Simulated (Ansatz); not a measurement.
# Rigid-band transport of added carriers in CaS — Ansatz, plane waves and PAW

Space group Fm-3m (No. 225), 2 atoms in the cell of the first input below: a = 4.021 Å, b = 4.021 Å, c = 4.021 Å, α = 60.00°, β = 60.00°, γ = 60.00°.

The cell was built from a prototype of a structure type listed for this compound, at its measured volume, taken without relaxation (pressure 0.3 GPa with this functional, without spin–orbit coupling). Functional: r2SCAN.

Spin–orbit coupling is left out. Kohn–Sham gap between the band edges found on a fine mesh: 2.79 eV.

Levels at points 0.012 Å⁻¹ about the band edges give the masses:

```yaml
crystal:
  lattice:
    - [0.0, 2.8430011916, 2.8430011916]
    - [2.8430011916, 0.0, 2.8430011916]
    - [2.8430011916, 2.8430011916, 0.0]
  atoms:
    - { symbol: Ca, position: [0.5, 0.5, 0.5] }
    - { symbol: S, position: [0.0, 0.0, 0.0] }
basis:
  ecutwfc: 500
  ecutrho_ratio: 4
kpoints:
  mp_grid: { grid: [10, 10, 10] }
hamiltonian:
  xc: r2scan
scf:
  occupations: { method: gaussian, width: 0.05 }
output:
  forces: true
  stress: true
  eigenvalues: true
  eigenstates:
    kpoints:
      - [0.0, 0.0, 0.0]
      - [0.0, 0.005429732, 0.005429732]
      - [0.0, -0.005429732, -0.005429732]
      - [0.005429732, 0.0, 0.005429732]
      - [-0.005429732, 0.0, -0.005429732]
      - [0.005429732, 0.005429732, 0.0]
      - [-0.005429732, -0.005429732, 0.0]
      - [0.003839401, 0.003839401, 0.007678801]
      - [-0.003839401, -0.003839401, -0.007678801]
      - [0.003839401, 0.007678801, 0.003839401]
      - [-0.003839401, -0.007678801, -0.003839401]
      - [0.007678801, 0.003839401, 0.003839401]
      - [-0.007678801, -0.003839401, -0.003839401]
      - [0.006269715, 0.006269715, 0.006269715]
      - [-0.006269715, -0.006269715, -0.006269715]
      - [0.0, -0.5, -0.5]
      - [0.0, -0.494570268, -0.494570268]
      - [0.0, -0.505429732, -0.505429732]
      - [0.005429732, -0.5, -0.494570268]
      - [-0.005429732, -0.5, -0.505429732]
      - [0.005429732, -0.494570268, -0.5]
      - [-0.005429732, -0.505429732, -0.5]
      - [0.003839401, -0.496160599, -0.492321199]
      - [-0.003839401, -0.503839401, -0.507678801]
      - [0.003839401, -0.492321199, -0.496160599]
      - [-0.003839401, -0.507678801, -0.503839401]
      - [0.007678801, -0.496160599, -0.496160599]
      - [-0.007678801, -0.503839401, -0.503839401]
      - [0.006269715, -0.493730285, -0.493730285]
      - [-0.006269715, -0.506269715, -0.506269715]
    de_dk: true
    e_range: [-1.994620541427, 1.994620541425]
```

```bash
ansatz run input.yaml --threads 4 --pin off --max-ram 9216MiB --backend cpu --events-out ev --progress --plain --runs-dir out
```

Time: 0.62 s on 4 threads of AMD EPYC 9R45 96-Core Processor (Zen 5), with other jobs on the host, peak memory 0.51 GiB.

Edges at k = (0.000, 0.000, 0.000) and (0.000, -0.500, -0.500); masses in electron masses along fixed Cartesian directions (which need not be the axes of a valley), negative for hole-like bands, for at most the three nearest levels of the same spin at these k-points, within 0.3 eV:

```csv
edge,band,from the edge (meV),degeneracy,x,y,z,111
valence,1,0,3,-1.220,-1.220,-1.220,-0.871
valence,2,0,3,-1.220,-1.220,-1.220,-0.871
valence,3,0,3,-0.240,-0.240,-0.240,-0.285
conduction,1,0,1,1.377,0.310,0.310,0.418
```

These curvatures agree with the slopes at the same points. They hold at the edge alone, and further out the bands need not be parabolic. Degenerate bands can be warped: each is named by its order in energy along a direction and has no mass tensor of its own.

The states of the whole zone with their velocity products:

```yaml
crystal:
  lattice:
    - [0.0, 2.8430011916, 2.8430011916]
    - [2.8430011916, 0.0, 2.8430011916]
    - [2.8430011916, 2.8430011916, 0.0]
  atoms:
    - { symbol: Ca, position: [0.5, 0.5, 0.5] }
    - { symbol: S, position: [0.0, 0.0, 0.0] }
basis:
  ecutwfc: 500
  ecutrho_ratio: 4
kpoints:
  mp_grid: { grid: [10, 10, 10] }
hamiltonian:
  xc: r2scan
scf:
  occupations: { method: gaussian, width: 0.05 }
output:
  forces: true
  stress: true
  eigenvalues: true
  states_by_energy: { minimum_broadening: 0.025 }
```

```bash
ansatz run input.yaml --threads 4 --pin off --max-ram 9216MiB --backend cpu --events-out ev --progress --plain --runs-dir out
```

Time: 15 s on 4 threads of AMD EPYC 9R45 96-Core Processor (Zen 5), with other jobs on the host, peak memory 0.85 GiB.

From that table, at a constant relaxation time τ with Fermi–Dirac weights and rigid bands:

| T (K) | doping (cm⁻³) | μ − E_F (eV) | σ_xx/τ (10²⁰/Ω m s) | S_xx (μV/K) | Lorenz (10⁻⁸ V²/K²) | ħω_p,xx (eV) |
| --- | --- | --- | --- | --- | --- | --- |
| 300 | n 1e19 | 1.371 | 0.00656 | -306 | 1.87 | 0.179 |
| 300 | p 1e19 | -1.351 | 0.00321 | 367 | 1.85 | 0.125 |
| 300 | n 1e20 | 1.458 | 0.0648 | -129 | 2.06 | 0.563 |
| 300 | p 1e20 | -1.424 | 0.0316 | 180 | 1.96 | 0.393 |
| 300 | n 1e21 | 1.719 | 0.597 | -33 | 2.39 | 1.710 |
| 300 | p 1e21 | -1.585 | 0.279 | 54 | 2.31 | 1.168 |
| 600 | n 1e19 | 1.289 | 0.00641 | -394 | 1.85 | 0.177 |
| 600 | p 1e19 | -1.248 | 0.00301 | 459 | 1.83 | 0.121 |
| 600 | n 1e20 | 1.428 | 0.0636 | -205 | 1.93 | 0.558 |
| 600 | p 1e20 | -1.376 | 0.0297 | 265 | 1.87 | 0.381 |
| 600 | n 1e21 | 1.712 | 0.593 | -64 | 2.27 | 1.703 |
| 600 | p 1e21 | -1.571 | 0.269 | 103 | 2.12 | 1.147 |
| 900 | n 1e19 | 1.187 | 0.00627 | -447 | 1.84 | 0.175 |
| 900 | p 1e19 | -1.123 | 0.00281 | 516 | 1.83 | 0.117 |
| 900 | n 1e20 | 1.381 | 0.0622 | -254 | 1.88 | 0.552 |
| 900 | p 1e20 | -1.308 | 0.0278 | 320 | 1.86 | 0.369 |
| 900 | n 1e21 | 1.700 | 0.586 | -93 | 2.16 | 1.694 |
| 900 | p 1e21 | -1.546 | 0.256 | 145 | 2.04 | 1.119 |

Which of the dopings listed at 300 K has the largest power factor S²σ/τ along x?

n 1e19: 0.61, p 1e19: 0.43, n 1e20: 1.1, p 1e20: 1, n 1e21: 0.64, p 1e21: 0.82 (10¹¹ W/m K² s), so n 1e20 cm⁻³, if τ is the same for all, though the lead is small.

Caveats: crystals with gaps this wide can seldom be doped to such densities with both signs of carrier, so the rows show what the bands would give; melting, decomposition and changes of phase at these temperatures weren't checked; no scattering is computed, and the gap isn't corrected.

Electrons conduct about twice as well as holes at equal density and relaxation time, while holes have the larger Seebeck coefficient in every matching pair of rows. Both follow from the band edges. The valence top at Γ is mainly S 3p, and its two heavy branches hold most of the holes. The conduction minimum at X, largely Ca 3d, is heavy along its own axis (1.377) but light across it (0.310), so the equivalent valleys together give a small conductivity mass. The greater density of states on the hole side keeps the chemical potential less deep in the band, or farther into the gap, than for electrons at the same density, which raises the thermopower and nearly offsets the lower conductivity in the power factor at 1e20 and 300 K.

The gap of 2.79 eV is well below the measured one, as expected of a semilocal functional's Kohn–Sham gap, but this hardly affects the transport values, since minority carriers are negligible here. Spin–orbit splitting of the S 3p triplet would probably change the hole results most at the lowest density and temperature.
